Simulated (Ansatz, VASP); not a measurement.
**Mg in VASP and in Ansatz**

The input INCAR:

```
PREC = Accurate
ENCUT = 520
EDIFF = 1E-8
ISMEAR = -1
SIGMA = 0.08
LREAL = False
LASPH = True
NELM = 80
ALGO = Normal
ISIF = 2
LWAVE = False
LCHARG = False
GGA = PE
LEFG = True
NBANDS = 9
```

Contents of KPOINTS:

```
Automatic mesh
0
Gamma
  12 12 7
```

Contents of POSCAR:

```
Mg
1.0
    3.1443151174      0.0000000000      0.0000000000
   -1.5721575586      2.7230567692      0.0000000000
    0.0000000000      0.0000000000      5.1048716881
Mg
2
Direct
    0.3333333333      0.6666666667      0.2500000000
    0.6666666667      0.3333333333      0.7500000000
```

Input for Ansatz:

```yaml
crystal:
  lattice:
    - [3.1443151174, 0.0, 0.0]
    - [-1.5721575586, 2.7230567692, 0.0]
    - [0.0, 0.0, 5.1048716881]
  atoms:
    - { symbol: Mg, position: [0.3333333333, 0.6666666667, 0.25] }
    - { symbol: Mg, position: [0.6666666667, 0.3333333333, 0.75] }
kpoints:
  mp_grid: { grid: [12, 12, 7] }
scf:
  occupations: { method: fermi_dirac, width: 0.08 }
hamiltonian:
  xc: pbe
  pseudopotentials: { kind: all_electron, datasets: crystal }
output:
  forces: true
  stress: true
  eigenvalues: true
  efg: { contact_densities: true }
```

Change from the starting cell: volume scaled by 0.9405, crystal datasets.

Alike in both runs: task electric field gradients; functional PBE; k mesh 12 × 12 × 7; occupations fermi-dirac, width 0.08 eV; no spin polarisation.

|  | VASP | Ansatz |
| --- | --- | --- |
| version | VASP 6.6.1 | Ansatz 0.2.0 |
| potentials or method | VASP PAW PBE potentials, release 64 (Mg) | all-electron PAW with datasets made for the crystal, scalar-relativistic |
| plane-wave cutoff (eV) | 520 | see its input |

Ansatz gave:

- pressure (GPa): 1.9
- largest component of the traceless stress (GPa): 0.57
- Vzz of the field gradient on the site that differs most (V/Å²): 1.2

What did VASP give for the same quantities?

Pressure (GPa): 1.8; largest component of the traceless stress (GPa): 0.57; Vzz of the field gradient on the site that differs most (V/Å²): 1.0.

Ansatz ran all-electron here, so the differences hold the error of VASP's frozen core and of both bases.
